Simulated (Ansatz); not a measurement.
**AgCl: input, output and frames of a trajectory**

Theory: DFT PBE+D3(BJ), scalar-relativistic, plane waves, PAW in Ansatz. The runs took a 420 eV cutoff, a shifted (0.5, 0.5, 0.5 steps) 2×2×2 mesh and Fermi–Dirac smearing (0.16 eV). The mesh is coarse. No spin polarisation.

16 atoms, starting at 1.06 times the perfect crystal's volume (space group Pm-3m, the cell as given, not relaxed at this level); Nosé–Hoover thermostat at 1800 K, fixed cell; 42 steps of 3 fs. The run is short and not equilibrated.

Self-consistency was reached.

Command:
```bash
ansatz run input.yaml --threads 4 --pin off --max-ram 5120MiB --backend cpu --events-out ev --progress --plain --runs-dir out
```

Input:
```yaml
crystal:
  lattice:
    - [7.0026458053, 0.0, 0.0]
    - [0.0, -7.0026458053, 0.0]
    - [0.0, 0.0, -7.0026458053]
  atoms:
    - { symbol: Ag, position: [0.0, 0.5, 0.5] }
    - { symbol: Ag, position: [0.0, 0.5, 0.0] }
    - { symbol: Ag, position: [0.0, 0.0, 0.5] }
    - { symbol: Ag, position: [0.0, 0.0, 0.0] }
    - { symbol: Ag, position: [0.5, 0.5, 0.5] }
    - { symbol: Ag, position: [0.5, 0.5, 0.0] }
    - { symbol: Ag, position: [0.5, 0.0, 0.5] }
    - { symbol: Ag, position: [0.5, 0.0, 0.0] }
    - { symbol: Cl, position: [0.25, 0.25, 0.25] }
    - { symbol: Cl, position: [0.25, 0.25, 0.75] }
    - { symbol: Cl, position: [0.25, 0.75, 0.25] }
    - { symbol: Cl, position: [0.25, 0.75, 0.75] }
    - { symbol: Cl, position: [0.75, 0.25, 0.25] }
    - { symbol: Cl, position: [0.75, 0.25, 0.75] }
    - { symbol: Cl, position: [0.75, 0.75, 0.25] }
    - { symbol: Cl, position: [0.75, 0.75, 0.75] }
basis:
  ecutwfc: 420
kpoints:
  mp_grid: { grid: [2, 2, 2], shift: [0.5, 0.5, 0.5] }
hamiltonian:
  xc: pbe
  dispersion: d3bj
scf:
  occupations: { method: fermi_dirac, width: 0.1551 }
  lower_state_search: "off"
  convergence: { dr2_threshold: 1.0e-07 }
output:
  forces: true
  stress: true
md:
  timestep: 3.0
  n_steps: 42
  ensemble: nvt_nose_hoover
  temperature: 1800.0
  initial_velocities: maxwell_boltzmann
  seed: 80518
```

Output (its end):
```
...
SCF converged after 7 iterations
Free energy (F): -69369.375087 eV
Harris-Foulkes:  -69369.375087 eV  (|F-HF|=2.18e-9)
Internal energy: -69369.366514 eV  (E = F + TS)
E sigma→0 (E₀):  -69369.370801 eV
Entropy (-TS):   -0.008573 eV (-0.536 meV/atom)
Fermi energy:    8.987718 eV
--- Per-component energies (eV) ---
  E_band       = -2959.825051
  E_kinetic    = 5523.948823
  E_local      = -27533.273133  (includes V_loc(G=0)·N_el)
  E_nonlocal   = 894.023702
  E_hartree    = 12148.862960
  E_xc         = -2327.382765
  E_vxc        = -2843.719740  (∫ρ·V_xc dr)
  E_paw        = -36511.446014  (= ΣΔE_a)
  E_vpaw       = -3298.534036  (= ΣTr[D̂ρ^β])
  E_aug_tail   = 0.003228  (compensation charges beyond the density's cutoff)
  E_ewald      = -21558.884020
  E_disp       = -5.219296  (pairwise vdW)
  E_smearing   = -0.008573  (= −TS)
  E_closure    = 0.000000  (closes the sum)
  Σ components = -69369.375087   (vs F -69369.375087, Δ=0.00e0)
--- Forces (eV/Å), atoms counted from 1 ---
  atom   1  Ag    -0.21232902     0.91922505    -0.97538111
  atom   2  Ag    -0.32220536    -1.77074676    -1.02421066
  atom   3  Ag    -0.78767945     0.20827453    -0.52738582
  atom   4  Ag     0.50713631     0.23854314     0.59312546
  atom   5  Ag    -0.89211013    -0.05689687     0.15348860
  atom   6  Ag    -0.37545543     0.16360974    -0.39004430
  atom   7  Ag     0.32127621     0.24334008     0.00285434
  atom   8  Ag     0.14912350    -0.09116465     0.05173347
  atom   9  Cl    -0.37848456    -0.22682151    -0.25546830
  atom  10  Cl     1.92008958     0.59222262     0.90053169
  atom  11  Cl     1.43100319     0.13127825     1.10278426
  atom  12  Cl    -0.72368326     0.51724475     0.86227732
  atom  13  Cl     0.57252521    -1.11245445    -1.16308525
  atom  14  Cl     0.01944082     0.63082248     0.40863771
  atom  15  Cl    -0.71640886    -0.49221158     0.30078250
  atom  16  Cl    -0.51224877     0.10575160    -0.04059592
  max |Σ_I F_I| component: 4.40e-5 eV/Å
--- Stress (GPa, compression-positive) ---
        6.794212       0.933322      -0.055257
        0.933322       3.185254       0.433426
       -0.055257       0.433426       2.554508
  P = ⅓ Tr σ = 4.1780 GPa (41.780 kbar)
--- MD trajectory: 42 steps, t = 0.0 → 126.0 fs ---
  final state: T = 1679.5 K   F+E_penalty+E_count = -69369.37508700 eV   E_kin = 3.256460 eV
  conserved energy: peak-to-peak 5.680e-3 eV (3.550e-4 eV/atom) over 126.0 fs
```

Frames along the run (Å, eV/Å; dE is the potential energy from the first frame):

```xyz
16
Lattice="7.003 0.000 0.000 0.000 -7.003 0.000 0.000 0.000 -7.003" Properties=species:S:1:pos:R:3:forces:R:3 pbc="T T T" time_fs=0.00 dE_eV=0.0000 T_K=1800
Ag    0.000   -3.501   -3.501    0.000    0.000    0.000
Ag    0.000   -3.501    0.000    0.000    0.000    0.000
Ag    0.000    0.000   -3.501    0.000    0.000    0.000
Ag    0.000    0.000    0.000    0.000    0.000    0.000
Ag    3.501   -3.501   -3.501    0.000    0.000    0.000
Ag    3.501   -3.501    0.000    0.000    0.000    0.000
Ag    3.501    0.000   -3.501    0.000    0.000    0.000
Ag    3.501    0.000    0.000    0.000    0.000    0.000
Cl    1.751   -1.751   -1.751    0.000    0.000    0.000
Cl    1.751   -1.751   -5.252    0.000    0.000    0.000
Cl    1.751   -5.252   -1.751    0.000    0.000    0.000
Cl    1.751   -5.252   -5.252    0.000    0.000    0.000
Cl    5.252   -1.751   -1.751    0.000    0.000    0.000
Cl    5.252   -1.751   -5.252    0.000    0.000    0.000
Cl    5.252   -5.252   -1.751    0.000    0.000    0.000
Cl    5.252   -5.252   -5.252    0.000    0.000    0.000
16
Lattice="7.003 0.000 0.000 0.000 -7.003 0.000 0.000 0.000 -7.003" Properties=species:S:1:pos:R:3:forces:R:3 pbc="T T T" time_fs=9.00 dE_eV=0.0725 T_K=1763
Ag   -0.042   -3.513   -3.503    0.026   -0.027    0.011
Ag   -0.040   -3.468    0.041    0.018    0.007    0.014
Ag    0.003   -0.068   -3.452    0.043    0.016   -0.005
Ag   -0.001    0.005   -0.018    0.032    0.015   -0.006
Ag    3.493   -3.502   -3.546   -0.031   -0.013    0.016
Ag    3.545   -3.509    0.004   -0.026   -0.014   -0.008
Ag    3.473    0.029   -3.503   -0.037    0.020    0.030
Ag    3.544    0.003    0.013   -0.034   -0.002   -0.016
Cl    1.811   -1.741   -1.813   -0.032   -0.047    0.217
Cl    1.834   -1.746   -5.225   -0.406   -0.055   -0.233
Cl    1.736   -5.251   -1.799   -0.315    0.016    0.165
Cl    1.859   -5.265   -5.226   -0.106    0.062   -0.173
Cl    5.288   -1.671   -1.845    0.167    0.017    0.284
Cl    5.149   -1.748   -5.200    0.307   -0.243   -0.299
Cl    5.139   -5.193   -1.786    0.075    0.158    0.138
Cl    5.289   -5.344   -5.240    0.318    0.092   -0.134
16
Lattice="7.003 0.000 0.000 0.000 -7.003 0.000 0.000 0.000 -7.003" Properties=species:S:1:pos:R:3:forces:R:3 pbc="T T T" time_fs=18.00 dE_eV=0.2716 T_K=1661
Ag   -0.083   -3.525   -3.504    0.055   -0.053    0.023
Ag   -0.080   -3.435    0.082    0.028    0.019    0.041
Ag    0.006   -0.136   -3.403    0.153    0.102   -0.077
Ag   -0.002    0.009   -0.037    0.059    0.032   -0.011
Ag    3.484   -3.502   -3.590   -0.052   -0.036    0.056
Ag    3.589   -3.516    0.009   -0.045   -0.017   -0.007
Ag    3.444    0.059   -3.505   -0.059    0.027    0.079
Ag    3.586    0.007    0.025   -0.073   -0.012   -0.041
Cl    1.870   -1.733   -1.870   -0.032   -0.095    0.422
Cl    1.909   -1.742   -5.204   -0.842   -0.094   -0.464
Cl    1.713   -5.250   -1.845   -0.617    0.028    0.305
Cl    1.965   -5.276   -5.204   -0.204    0.118   -0.353
Cl    5.327   -1.591   -1.934    0.221   -0.023    0.599
Cl    5.053   -1.750   -5.156    0.645   -0.460   -0.583
Cl    5.027   -5.130   -1.819    0.165    0.281    0.253
Cl    5.332   -5.434   -5.232    0.597    0.182   -0.242
16
Lattice="7.003 0.000 0.000 0.000 -7.003 0.000 0.000 0.000 -7.003" Properties=species:S:1:pos:R:3:forces:R:3 pbc="T T T" time_fs=30.00 dE_eV=0.6312 T_K=1480
Ag   -0.138   -3.542   -3.506    0.092   -0.088    0.035
Ag   -0.132   -3.390    0.137    0.039    0.045    0.095
Ag    0.013   -0.225   -3.339    0.577    0.442   -0.400
Ag   -0.002    0.016   -0.061    0.092    0.050   -0.015
Ag    3.471   -3.503   -3.648   -0.072   -0.062    0.151
Ag    3.647   -3.527    0.015   -0.065    0.018    0.015
Ag    3.405    0.099   -3.506   -0.047   -0.019    0.174
Ag    3.641    0.011    0.041   -0.125   -0.032   -0.084
Cl    1.949   -1.725   -1.931    0.035   -0.147    0.643
Cl    1.978   -1.740   -5.191   -1.425   -0.099   -0.727
Cl    1.662   -5.248   -1.894   -0.948    0.046    0.417
Cl    2.098   -5.287   -5.187   -0.316    0.167   -0.588
Cl    5.386   -1.487   -2.029   -0.096   -0.280    1.133
Cl    4.948   -1.769   -5.116    1.101   -0.653   -0.869
Cl    4.885   -5.037   -1.854    0.318    0.331    0.336
Cl    5.412   -5.548   -5.228    0.841    0.282   -0.315
16
Lattice="7.003 0.000 0.000 0.000 -7.003 0.000 0.000 0.000 -7.003" Properties=species:S:1:pos:R:3:forces:R:3 pbc="T T T" time_fs=39.00 dE_eV=0.8504 T_K=1375
Ag   -0.179   -3.556   -3.507    0.114   -0.109    0.044
Ag   -0.172   -3.356    0.179    0.054    0.069    0.137
Ag    0.022   -0.288   -3.294    1.214    0.877   -0.875
Ag   -0.001    0.022   -0.080    0.124    0.054   -0.022
Ag    3.461   -3.504   -3.691   -0.096   -0.046    0.234
Ag    3.690   -3.534    0.019   -0.089    0.084    0.064
Ag    3.375    0.128   -3.505   -0.011   -0.107    0.256
Ag    3.682    0.014    0.053   -0.155   -0.053   -0.114
Cl    2.009   -1.723   -1.961    0.114   -0.159    0.727
Cl    1.995   -1.741   -5.200   -1.722   -0.067   -0.839
Cl    1.600   -5.245   -1.921   -1.091    0.066    0.425
Cl    2.191   -5.292   -5.189   -0.378    0.167   -0.737
Cl    5.428   -1.415   -2.073   -0.744   -0.668    1.633
Cl    4.897   -1.800   -5.108    1.334   -0.690   -0.957
Cl    4.785   -4.958   -1.872    0.446    0.245    0.326
Cl    5.493   -5.627   -5.234    0.886    0.338   -0.304
16
Lattice="7.003 0.000 0.000 0.000 -7.003 0.000 0.000 0.000 -7.003" Properties=species:S:1:pos:R:3:forces:R:3 pbc="T T T" time_fs=48.00 dE_eV=0.8705 T_K=1378
Ag   -0.219   -3.570   -3.507    0.131   -0.120    0.059
Ag   -0.211   -3.321    0.222    0.088    0.089    0.167
Ag    0.041   -0.346   -3.255    1.880    1.221   -1.360
Ag    0.000    0.028   -0.099    0.170    0.037   -0.052
Ag    3.450   -3.506   -3.732   -0.142    0.024    0.301
Ag    3.732   -3.541    0.024   -0.139    0.184    0.155
Ag    3.345    0.157   -3.503    0.022   -0.220    0.329
Ag    3.722    0.016    0.063   -0.170   -0.076   -0.132
Cl    2.071   -1.724   -1.975    0.165   -0.126    0.705
Cl    1.974   -1.744   -5.228   -1.765   -0.031   -0.836
Cl    1.513   -5.241   -1.939   -1.099    0.098    0.369
Cl    2.276   -5.292   -5.208   -0.409    0.117   -0.828
Cl    5.454   -1.357   -2.081   -1.465   -1.008    2.017
Cl    4.874   -1.846   -5.122    1.369   -0.612   -0.906
Cl    4.695   -4.874   -1.882    0.564    0.039    0.236
Cl    5.593   -5.698   -5.246    0.798    0.384   -0.224
16
Lattice="7.003 0.000 0.000 0.000 -7.003 0.000 0.000 0.000 -7.003" Properties=species:S:1:pos:R:3:forces:R:3 pbc="T T T" time_fs=57.00 dE_eV=0.5667 T_K=1554
Ag   -0.258   -3.585   -3.507    0.142   -0.115    0.079
Ag   -0.249   -3.285    0.267    0.172    0.086    0.159
Ag    0.073   -0.395   -3.225    1.957    1.105   -1.433
Ag    0.003    0.034   -0.118    0.243   -0.019   -0.133
Ag    3.438   -3.507   -3.771   -0.216    0.142    0.333
Ag    3.774   -3.547    0.031   -0.228    0.301    0.291
Ag    3.315    0.185   -3.498    0.024   -0.309    0.373
Ag    3.760    0.018    0.073   -0.167   -0.099   -0.137
Cl    2.138   -1.728   -1.974    0.130   -0.047    0.568
Cl    1.915   -1.747   -5.273   -1.545   -0.021   -0.713
Cl    1.402   -5.234   -1.948   -0.963    0.143    0.271
Cl    2.352   -5.290   -5.244   -0.399    0.006   -0.828
Cl    5.449   -1.321   -2.046   -1.570   -0.929    1.881
Cl    4.882   -1.906   -5.154    1.186   -0.411   -0.705
Cl    4.617   -4.789   -1.888    0.650   -0.268    0.046
Cl    5.711   -5.761   -5.263    0.584    0.436   -0.050
16
Lattice="7.003 0.000 0.000 0.000 -7.003 0.000 0.000 0.000 -7.003" Properties=species:S:1:pos:R:3:forces:R:3 pbc="T T T" time_fs=69.00 dE_eV=-0.0309 T_K=1899
Ag   -0.309   -3.607   -3.507    0.137   -0.082    0.092
Ag   -0.299   -3.237    0.329    0.462   -0.041   -0.009
Ag    0.137   -0.449   -3.201    1.103    0.443   -0.881
Ag    0.009    0.042   -0.146    0.377   -0.187   -0.366
Ag    3.420   -3.508   -3.820   -0.340    0.310    0.322
Ag    3.827   -3.551    0.042   -0.412    0.401    0.454
Ag    3.275    0.218   -3.487   -0.021   -0.327    0.370
Ag    3.811    0.020    0.085   -0.133   -0.113   -0.130
Cl    2.230   -1.735   -1.954   -0.107    0.092    0.249
Cl    1.783   -1.752   -5.359   -1.017   -0.053   -0.412
Cl    1.221   -5.220   -1.953   -0.600    0.213    0.130
Cl    2.441   -5.288   -5.321   -0.333   -0.211   -0.664
Cl    5.391   -1.302   -1.937   -0.602   -0.318    0.965
Cl    4.931   -1.998   -5.221    0.663    0.066   -0.143
Cl    4.535   -4.685   -1.896    0.671   -0.734   -0.337
Cl    5.890   -5.831   -5.286    0.153    0.542    0.363
16
Lattice="7.003 0.000 0.000 0.000 -7.003 0.000 0.000 0.000 -7.003" Properties=species:S:1:pos:R:3:forces:R:3 pbc="T T T" time_fs=78.00 dE_eV=-0.1649 T_K=2002
Ag   -0.346   -3.624   -3.505    0.107   -0.028    0.059
Ag   -0.333   -3.200    0.376    0.930   -0.374   -0.398
Ag    0.195   -0.486   -3.191    0.487    0.066   -0.487
Ag    0.017    0.046   -0.170    0.461   -0.358   -0.601
Ag    3.403   -3.505   -3.854   -0.429    0.395    0.281
Ag    3.864   -3.551    0.055   -0.579    0.352    0.422
Ag    3.244    0.241   -3.476   -0.058   -0.271    0.328
Ag    3.847    0.020    0.092   -0.097   -0.096   -0.114
Cl    2.299   -1.738   -1.932   -0.412    0.173   -0.039
Cl    1.656   -1.758   -5.434   -0.523   -0.066   -0.129
Cl    1.067   -5.204   -1.952   -0.241    0.250    0.060
Cl    2.500   -5.292   -5.397   -0.275   -0.373   -0.440
Cl    5.330   -1.297   -1.827    0.215    0.061    0.290
Cl    4.986   -2.068   -5.277    0.021    0.628    0.599
Cl    4.489   -4.624   -1.909    0.583   -1.001   -0.588
Cl    6.029   -5.870   -5.295   -0.189    0.642    0.758
16
Lattice="7.003 0.000 0.000 0.000 -7.003 0.000 0.000 0.000 -7.003" Properties=species:S:1:pos:R:3:forces:R:3 pbc="T T T" time_fs=87.00 dE_eV=0.1216 T_K=1888
Ag   -0.383   -3.641   -3.504    0.045    0.075   -0.045
Ag   -0.360   -3.166    0.420    1.622   -1.052   -1.136
Ag    0.258   -0.522   -3.184    0.146   -0.098   -0.282
Ag    0.029    0.048   -0.198    0.466   -0.472   -0.747
Ag    3.382   -3.500   -3.887   -0.503    0.428    0.216
Ag    3.897   -3.548    0.071   -0.726    0.184    0.181
Ag    3.213    0.262   -3.462   -0.067   -0.187    0.271
Ag    3.884    0.020    0.099   -0.076   -0.040   -0.066
Cl    2.358   -1.737   -1.911   -0.764    0.209   -0.321
Cl    1.517   -1.765   -5.514    0.121    0.008    0.189
Cl    0.907   -5.182   -1.950    0.157    0.241    0.066
Cl    2.553   -5.303   -5.483   -0.240   -0.482   -0.174
Cl    5.273   -1.291   -1.709    0.795    0.239   -0.187
Cl    5.041   -2.124   -5.318   -0.934    1.355    1.626
Cl    4.456   -4.585   -1.935    0.393   -1.107   -0.647
Cl    6.166   -5.895   -5.288   -0.437    0.701    1.055
16
Lattice="7.003 0.000 0.000 0.000 -7.003 0.000 0.000 0.000 -7.003" Properties=species:S:1:pos:R:3:forces:R:3 pbc="T T T" time_fs=96.00 dE_eV=0.6346 T_K=1656
Ag   -0.420   -3.658   -3.502   -0.044    0.254   -0.249
Ag   -0.376   -3.140    0.456    2.030   -1.926   -1.982
Ag    0.322   -0.560   -3.179   -0.018   -0.120   -0.205
Ag    0.044    0.047   -0.232    0.387   -0.432   -0.656
Ag    3.359   -3.491   -3.918   -0.568    0.413    0.149
Ag    3.925   -3.544    0.088   -0.777    0.001   -0.165
Ag    3.181    0.282   -3.446   -0.039   -0.094    0.211
Ag    3.920    0.019    0.106   -0.092    0.057    0.030
Cl    2.401   -1.731   -1.896   -1.052    0.196   -0.554
Cl    1.379   -1.771   -5.589    1.000    0.259    0.549
Cl    0.749   -5.155   -1.946    0.574    0.157    0.198
Cl    2.601   -5.326   -5.574   -0.249   -0.501    0.097
Cl    5.232   -1.280   -1.595    1.137    0.207   -0.543
Cl    5.077   -2.150   -5.325   -1.872    1.924    2.517
Cl    4.432   -4.569   -1.976    0.121   -1.048   -0.473
Cl    6.295   -5.906   -5.257   -0.537    0.654    1.075
16
Lattice="7.003 0.000 0.000 0.000 -7.003 0.000 0.000 0.000 -7.003" Properties=species:S:1:pos:R:3:forces:R:3 pbc="T T T" time_fs=108.00 dE_eV=1.0240 T_K=1500
Ag   -0.471   -3.678   -3.504   -0.169    0.604   -0.649
Ag   -0.376   -3.127    0.483    0.901   -2.559   -2.217
Ag    0.409   -0.612   -3.175   -0.180   -0.045   -0.218
Ag    0.068    0.040   -0.285    0.305   -0.161   -0.191
Ag    3.320   -3.476   -3.959   -0.678    0.313    0.113
Ag    3.955   -3.539    0.109   -0.617   -0.048   -0.461
Ag    3.138    0.308   -3.422    0.056    0.038    0.135
Ag    3.968    0.019    0.115   -0.141    0.185    0.186
Cl    2.423   -1.718   -1.895   -1.120    0.120   -0.692
Cl    1.232   -1.768   -5.671    2.227    0.842    1.035
Cl    0.557   -5.114   -1.933    1.105   -0.032    0.591
Cl    2.657   -5.372   -5.692   -0.359   -0.311    0.438
Cl    5.216   -1.260   -1.460    1.227   -0.192   -0.943
Cl    5.061   -2.121   -5.249   -1.728    1.631    2.264
Cl    4.401   -4.583   -2.045   -0.297   -0.835   -0.067
Cl    6.450   -5.897   -5.181   -0.532    0.449    0.676
16
Lattice="7.003 0.000 0.000 0.000 -7.003 0.000 0.000 0.000 -7.003" Properties=species:S:1:pos:R:3:forces:R:3 pbc="T T T" time_fs=117.00 dE_eV=0.9982 T_K=1554
Ag   -0.511   -3.688   -3.510   -0.219    0.842   -0.911
Ag   -0.367   -3.138    0.484   -0.184   -2.397   -1.698
Ag    0.473   -0.652   -3.174   -0.392    0.054   -0.316
Ag    0.089    0.034   -0.327    0.364    0.078    0.229
Ag    3.284   -3.461   -3.989   -0.790    0.159    0.135
Ag    3.971   -3.535    0.121   -0.448    0.057   -0.472
Ag    3.105    0.327   -3.403    0.174    0.146    0.076
Ag    4.003    0.020    0.124   -0.085    0.148    0.204
Cl    2.411   -1.704   -1.913   -0.865    0.000   -0.587
Cl    1.174   -1.746   -5.707    2.486    1.012    1.155
Cl    0.439   -5.083   -1.908    1.380   -0.075    0.927
Cl    2.691   -5.416   -5.771   -0.526    0.039    0.676
Cl    5.235   -1.249   -1.381    1.005   -0.675   -1.152
Cl    5.004   -2.057   -5.132   -0.810    1.008    1.277
Cl    4.372   -4.616   -2.100   -0.574   -0.663    0.180
Cl    6.555   -5.879   -5.104   -0.516    0.266    0.277
16
Lattice="7.003 0.000 0.000 0.000 -7.003 0.000 0.000 0.000 -7.003" Properties=species:S:1:pos:R:3:forces:R:3 pbc="T T T" time_fs=126.00 dE_eV=0.8560 T_K=1680
Ag   -0.553   -3.692   -3.523   -0.212    0.919   -0.975
Ag   -0.359   -3.166    0.473   -0.322   -1.771   -1.024
Ag    0.535   -0.692   -3.175   -0.788    0.208   -0.527
Ag    0.114    0.028   -0.368    0.507    0.239    0.593
Ag    3.243   -3.445   -4.018   -0.892   -0.057    0.153
Ag    3.985   -3.531    0.130   -0.375    0.164   -0.390
Ag    3.073    0.349   -3.383    0.321    0.243    0.003
Ag    4.038    0.023    0.134    0.149   -0.091    0.052
Cl    2.380   -1.690   -1.943   -0.378   -0.227   -0.255
Cl    1.169   -1.702   -5.720    1.920    0.592    0.901
Cl    0.349   -5.053   -1.863    1.431    0.131    1.103
Cl    2.713   -5.459   -5.837   -0.724    0.517    0.862
Cl    5.277   -1.252   -1.326    0.573   -1.112   -1.163
Cl    4.929   -1.968   -4.985    0.019    0.631    0.409
Cl    4.329   -4.665   -2.153   -0.716   -0.492    0.301
Cl    6.649   -5.854   -5.020   -0.512    0.106   -0.041
```